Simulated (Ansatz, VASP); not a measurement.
One calculation of KF (Carobbiite), two programs

The input INCAR:

```
PREC = Accurate
ENCUT = 520
EDIFF = 1E-6
ISMEAR = -1
SIGMA = 0.02
LREAL = False
LASPH = True
NELM = 100
ALGO = Normal
ISIF = 2
LWAVE = False
LCHARG = False
GGA = PE
NBANDS = 15
```

Contents of KPOINTS:

```
regular mesh
0
Gamma
  8 8 8
```

The input POSCAR:

```
KF
1.0
    0.0000000000      2.7919045115      2.7919045115
    2.7919045115      0.0000000000      2.7919045115
    2.7919045115      2.7919045115      0.0000000000
K F
1 1
Direct
    0.0000000000      0.0000000000      0.0000000000
    0.5000000000      0.5000000000      0.5000000000
```

Input for Ansatz:

```yaml
crystal:
  lattice:
    - [0.0, 2.7919045115, 2.7919045115]
    - [2.7919045115, 0.0, 2.7919045115]
    - [2.7919045115, 2.7919045115, 0.0]
  atoms:
    - { symbol: K, position: [0.0, 0.0, 0.0] }
    - { symbol: F, position: [0.5, 0.5, 0.5] }
kpoints:
  mp_grid: { grid: [8, 8, 8] }
  band_path:
    path:
      - [0.0, 0.0, 0.0]
      - [0.5, 0.0, 0.5]
      - [0.625, 0.25, 0.625]
      - [0.375, 0.375, 0.75]
      - [0.5, 0.5, 0.5]
      - [0.5, 0.25, 0.75]
    npoints: 1
hamiltonian:
  xc: pbe
scf:
  occupations: { method: fermi_dirac, width: 0.02 }
  n_extra_bands: 4
output:
  forces: true
  stress: true
  eigenvalues: true
```

Change from the starting cell: hydrostatic strain +5.0%.

Alike in both runs: task single point; functional PBE; k mesh 8 × 8 × 8; occupations fermi-dirac, width 0.02 eV; no spin polarisation.

|  | VASP | Ansatz |
| --- | --- | --- |
| version | VASP 6.6.1 | Ansatz 0.2.0 |
| potentials or method | VASP PAW PBE potentials, release 64 (K_sv, F) | plane waves, PAW |
| plane-wave cutoff (eV) | 520 | 420 |
| valence electrons in the cell | 16 | 16 |

Ansatz gave:

- gap on the k mesh at the Fermi level (eV): 5.54
- pressure (GPa): -2.1

Question: Estimate VASP's values.

Answer: gap on the k mesh at the Fermi level (eV): 5.52; pressure (GPa): -2.1.

A k mesh can miss the band edges.
